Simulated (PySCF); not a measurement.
Species: diethylzinc, C₄H₁₀Zn (singlet state).
Structure used (PBE0-D3(BJ)/def2-SVP), in Å, numbered top down from 1:
```
atom  x, y, z in Å
C1    -2.9378   -0.2970   -0.0690
C2    -1.8292    0.6772   -0.4626
Zn3   -0.0011   -0.0255   -0.3630
C4     1.8293   -0.7210   -0.2501
C5     2.9339    0.3320   -0.1814
H6    -2.8259   -0.6585    0.9667
H7    -2.9541   -1.1905   -0.7147
H8    -3.9412    0.1595   -0.1369
H9    -1.8776    1.5815    0.1713
H10   -1.9945    1.0406   -1.4936
H11    1.9953   -1.3861   -1.1175
H12    1.8836   -1.3837    0.6330
H13    3.9388   -0.1191   -0.1007
H14    2.9488    0.9763   -1.0760
H15    2.8183    1.0011    0.6872
```

Computed, not measured: core-valence-separated Tamm–Dancoff BHandHLYP/aug-pcX-1 (pcseg-1 on H, def2-SVPD on Zn) in PySCF, non-relativistic, gas phase, PBE0-D3(BJ)/def2-SVP geometry. BHandHLYP without relativity tends to put these K edges a few eV too low, so spacings mean more than positions.

The lowest roots of each edge with f over 0.003 (five at most, numbered afresh; weaker and dark ones are left out), with transition dipoles (au) in the frame of the coordinates:

```
root  edge  E (eV)       μx       μy       μz
   1     C  284.27   0.0625   0.0019  -0.0002
   2     C  284.78   0.0007   0.0071   0.0394
   3     C  284.89  -0.0098  -0.0207   0.0066
   4     C  284.89  -0.0094  -0.0209  -0.0003
   5     C  285.37  -0.0463   0.0704  -0.0115
```

Question: What are the oscillator strengths?

Answer: f = (2/3) ΔE |μ|², with ΔE in hartree (27.2114 eV):

```json
{"root": "1", "ΔE (Eh)": "10.4468", "|μ|² (au)": "0.003910", "f": "0.027", "core hole on": "C2/C4"}
{"root": "2", "ΔE (Eh)": "10.4654", "|μ|² (au)": "0.001603", "f": "0.011", "core hole on": "C2/C4"}
{"root": "3", "ΔE (Eh)": "10.4696", "|μ|² (au)": "0.000568", "f": "0.004", "core hole on": "C1/C5"}
{"root": "4", "ΔE (Eh)": "10.4696", "|μ|² (au)": "0.000525", "f": "0.004", "core hole on": "C1/C5"}
{"root": "5", "ΔE (Eh)": "10.4873", "|μ|² (au)": "0.007232", "f": "0.051", "core hole on": "C2/C4"}
```

Question: Molecules are fixed in this frame and the field points along (1, 1, 0)/√2. What effective strengths 3 f cos²θ do the roots have (θ between field and μ)?

Answer: root 1 (C2/C4): 0.043, root 2 (C2/C4): 0.001, root 3 (C1/C5): 0.010, root 4 (C1/C5): 0.010, root 5 (C2/C4): 0.006. Root 1 is the strongest. Averaged over all orientations cos²θ is 1/3, which gives f back. For degenerate partners only the sum has meaning, as the program may mix them freely.

On Arm Neoverse V1, one thread, no GPU, shared host, this took 14 s and 0.90 GiB of memory at its peak.
